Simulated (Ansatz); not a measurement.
# CdSe (Pm-3m) in Ansatz: single point with HSE06

Aim: the single point of CdSe with HSE06.

Program: Ansatz 0.2.0. These are calculated values, not measurements. Logs are shortened: lines on timing, memory, paths and dates and some standing lists are left out, and cuts for length are marked.

## (1) The crystal as given

The structure is cubic, space group Pm-3m (No. 221). The conventional cell has a = 3.557 Å, b = 3.557 Å, c = 3.557 Å, α = 90.00°, β = 90.00°, γ = 90.00°. Cd (site symmetry m-3m) is surrounded by 8 Se at 3.08 Å. Around Se (site symmetry m-3m) lie 8 Cd at 3.08 Å.

The cell was built by a generator and needn't be a form met in nature.

## (2) Single point, HSE06, spin-orbit coupling, no magnetisation

The input, input.yaml:

```yaml
crystal:
  lattice:
    - [3.55686, 0.0, 0.0]
    - [0.0, 3.55686, 0.0]
    - [0.0, 0.0, 3.55686]
  atoms:
    - { symbol: Cd, position: [0.5, 0.5, 0.5] }
    - { symbol: Se, position: [0.0, 0.0, 0.0] }
hamiltonian:
  xc: hse06
  pseudopotentials: { kind: paw_fr }
magnetization:
  noncollinear: true
  spin_orbit: true
kpoints:
  mp_grid: { grid: [4, 4, 4] }
scf:
  occupations: { method: fermi_dirac, width: 0.05 }
output:
  forces: true
  stress: true
  eigenvalues: true
```

Potentials or basis: Ansatz PAW.

Command:

```
$ ansatz run input.yaml --threads 2 --pin off --max-ram 5632MiB --backend cpu --events-out ev --progress --plain --runs-dir out
```

What it wrote:

```text
Warning: output.stress: scf.convergence.dr2_threshold = 1e-7 eV (the SCF's general default) is looser than the 2e-10 eV advised for a printed stress (1e-10 eV for each atom of the cell: 2). What an SCF threshold leaves in a stress goes as its square root, and in the free energy as the threshold itself, and one threshold admits the most on a small cell: of the crystals measured, under no hybrid functional and no lock of the moments, on runs that ended without the residual-converged pass, on stresses that held no estimate of that error, the worst erred by over 100 MPa in a component at 1e-7 eV an atom and by under 5 at 1e-10. Set scf.convergence.dr2_threshold to 2e-10 eV or tighter. The threshold is an SCF's pass mark: one that does not reach it within its budget of iterations ends unconverged, or closes short of it on a stop that the run arms, and scf.convergence.dr2_threshold's page says what that costs each kind of run
Warning: output.stress: scf.exx.energy_threshold = 1e-6 eV is looser than the 2e-8 eV advised for a stress under a hybrid functional (1e-8 eV for each atom of the cell: 2). Every SCF of the exchange loop can meet its threshold on dr2 while the loop round them stops early: no threshold on dr2 bounds what that leaves in the stress. Set scf.exx.energy_threshold to 2e-8 eV or tighter. The threshold is the loop's pass mark: a loop that does not reach it within its budget of cycles ends unconverged, and scf.exx.energy_threshold's page has the law
Warning: RAYON_NUM_THREADS=2 ignored (pool sized by the plan → 2); use --threads N
Engine: ansatz 0.2.0, aarch64-unknown-linux-gnu
Pseudopotentials: kind: paw_fr
Pseudopotential: Cd, paw_fr, valence charge 20, recommended cutoff 420 eV (normal), Cd.paw.azcp#standard-fr
Pseudopotential: Se, paw_fr, valence charge 16, recommended cutoff 420 eV (normal), Se.paw.azcp#standard-fr
Functional definition: HSE06
  parameter a = 0.25
  parameter omega = 0.11/bohr
  exchange = pbe_x - a*pbe_x_sr(omega) + a*exact_x_sr(omega)
  correlation = pbe_c
non-collinear run that drives no moment, with spin-orbit: no starting moment large enough to seed its density (crystal.atoms[].spin), no starting occupations that ask for one, no magnetisation constraint and no magnetic field, so the semilocal B_xc is pinned to zero
Crystal: 2 atoms, lattice volume = 44.999 Å³
Basis set: ecut = 420 eV, 895 PW (Γ), exchange–correlation on 48×48×48 points (8 copies of the dense FFT grid, shifted against one another)
Bands: 44, of which v1, the nominal top of the filled ones, is band 36 counted from 1 (35 counted from 0)
Symmetry: 48 space group operations + 48 with time reversal
Magnetic group: BNS 221.93 (UNI 1595), of the structure as read, at distance tolerance 3.6e-5 Å
k-points: 10 of 64
Projection manifold: j_resolved (fully-relativistic pseudo-atomic orbitals)
Non-local potential: Cd, projectors of the file, l = 0: 3, l = 1: 4, l = 2: 4, l = 3: 2
Non-local potential: Se, projectors of the file, l = 0: 2, l = 1: 4, l = 2: 6, l = 3: 2
PAW form: soft (Blöchl's): semilocal exchange-correlation on the pseudo side does not see the compensation charge
PAW frozen core: Cd, regenerated for the run's functional, and the local potential with it (the file was generated under x = pbe(κ = 0.804, μ = 0.2195149727645171), c = pbe(β = 0.06672455060314922))
PAW frozen core: Se, regenerated for the run's functional, and the local potential with it (the file was generated under x = pbe(κ = 0.804, μ = 0.2195149727645171), c = pbe(β = 0.06672455060314922))
PAW one-centre angular grid: Cd, 590 points (default); XC on 96 Gauss nodes
PAW one-centre angular grid: Se, 590 points (default); XC on 193 of its mesh's 2701 points in the sphere
Initial density: superposition of atomic densities (chi_scale 0.1, normalization cell, long waves kept (reshape's long-wave potential 0.00 eV rms))
Initial wavefunctions: pseudopotential atomic-orbital guess
[... 51 lines left out ...]
Frozen-core exchange: fock
Harris-Foulkes:  -13727.045963 eV  (|F-HF|=3.57e-9)
Internal energy: -13727.029927 eV  (E = F + TS)
E sigma→0 (E₀):  -13727.037945 eV
Entropy (-TS):   -0.016036 eV (-8.018 meV/atom)
Fermi energy:    11.241849 eV
--- Per-component energies (eV) ---
  E_band       = -879.531625
  E_kinetic    = 622.786454
  E_local      = -5214.089432  (includes V_loc(G=0)·N_el)
  E_nonlocal   = -562.782587
  E_hartree    = 2512.740188
  E_xc         = -224.100918
  E_vxc        = -253.236278  (∫ρ·V_xc dr)
  E_exx        = -156.042767  (= α·E_x^exact, valence–valence)
  E_paw        = -5897.385123  (= ΣΔE_a)
  E_vpaw       = -185.605801  (= ΣTr[D̂ρ^β])
  E_aug_tail   = -0.000627  (compensation charges beyond the density's cutoff)
  E_ewald      = -4806.493227
  E_core_change = -1.661889  (= ΣΔE_core)
  E_smearing   = -0.016036  (= −TS)
  E_closure    = -0.000000  (closes the sum)
  Σ components = -13727.045963   (vs F -13727.045963, Δ=0.00e0)
--- Forces (eV/Å), atoms counted from 1 ---
  atom   1  Cd    -0.00000000    -0.00000000    -0.00000000
  atom   2  Se     0.00000000    -0.00000000     0.00000000
  max |Σ_I F_I| component: 7.10e-29 eV/Å
--- Stress (GPa, compression-positive) ---
       -1.589525       0.000000       0.000000
       -0.000000      -1.589525      -0.000000
        0.000000      -0.000000      -1.589525
  P = ⅓ Tr σ = -1.5895 GPa (-15.895 kbar)
--- Band table (eV; the first three rows and the last of 10) ---
  k-point 0: bands = ["-96.7810", "-96.7810", "-60.5962", "-60.5962", "-54.6992", "-54.6992", "-54.6992", "-54.6992", "-40.6547", "-40.6547", "-40.6547", "-40.6547", "-39.7396", "-39.7396", "-39.7396", "-39.7396", "-39.7395", "-39.7395", "-3.8559", "-3.8559", "0.6250", "0.6250", "0.6250", "0.6250", "1.3653", "1.3653", "1.3653", "1.3653", "1.5643", "1.5643", "9.3926", "9.3926", "9.9218", "9.9218", "9.9218", "9.9218", "10.0378", "10.0378", "17.9282", "17.9282", "17.9282", "17.9282", "22.3987", "22.3987"]
  k-point 1: bands = ["-96.7809", "-96.7809", "-60.5965", "-60.5965", "-54.7004", "-54.7004", "-54.6990", "-54.6990", "-40.6548", "-40.6548", "-40.6546", "-40.6546", "-39.7396", "-39.7396", "-39.7395", "-39.7395", "-39.7392", "-39.7392", "-3.4258", "-3.4258", "0.6288", "0.6288", "0.6619", "0.6619", "1.3425", "1.3425", "1.3492", "1.3492", "1.5085", "1.5085", "6.2371", "6.2371", "10.1552", "10.1552", "10.5523", "10.5523", "12.6742", "12.6742", "18.3007", "18.3007", "18.5283", "18.5283", "20.2849", "20.2849"]
  k-point 2: bands = ["-96.7809", "-96.7809", "-60.5968", "-60.5968", "-54.7018", "-54.7018", "-54.6989", "-54.6989", "-40.6548", "-40.6548", "-40.6545", "-40.6545", "-39.7398", "-39.7398", "-39.7395", "-39.7395", "-39.7389", "-39.7389", "-2.8780", "-2.8780", "0.6289", "0.6289", "0.6502", "0.6502", "1.2970", "1.2970", "1.3249", "1.3249", "1.4840", "1.4840", "4.5088", "4.5088", "10.8873", "10.8873", "11.3459", "11.3459", "14.5110", "14.5110", "16.0703", "16.0703", "18.4298", "18.4298", "18.6954", "18.6954"]
  k-point 9: bands = ["-96.7807", "-96.7807", "-60.5979", "-60.5979", "-54.7024", "-54.7024", "-54.7024", "-54.7024", "-40.6544", "-40.6544", "-40.6544", "-40.6544", "-39.7400", "-39.7400", "-39.7386", "-39.7386", "-39.7386", "-39.7386", "-1.5167", "-1.5167", "0.5082", "0.5082", "0.5082", "0.5082", "1.0073", "1.0073", "1.5726", "1.5726", "1.5726", "1.5726", "8.3666", "8.3666", "8.6905", "8.6905", "8.6905", "8.6905", "12.8435", "12.8435", "13.1888", "13.1888", "13.1888", "13.1888", "13.6595", "13.6595"]
```

Run time: 65 s. Hardware: 2 threads of Arm Neoverse V1, shared host; peak memory 1.2 GiB.

What came out:

- Free energy: -13727.0460 eV
- Pressure: -1.6 GPa
- Band gap on the k mesh: none (metal or under the smearing width)

Caveat: the k mesh is coarse (spacing up to 0.44 Å⁻¹), so the values aren't converged, least of all with exact exchange; the PAW data sets come from PBE, with cores solved anew for the run's functional, which leaves a small shift of forces and pressure; the thresholds are loose for stress.
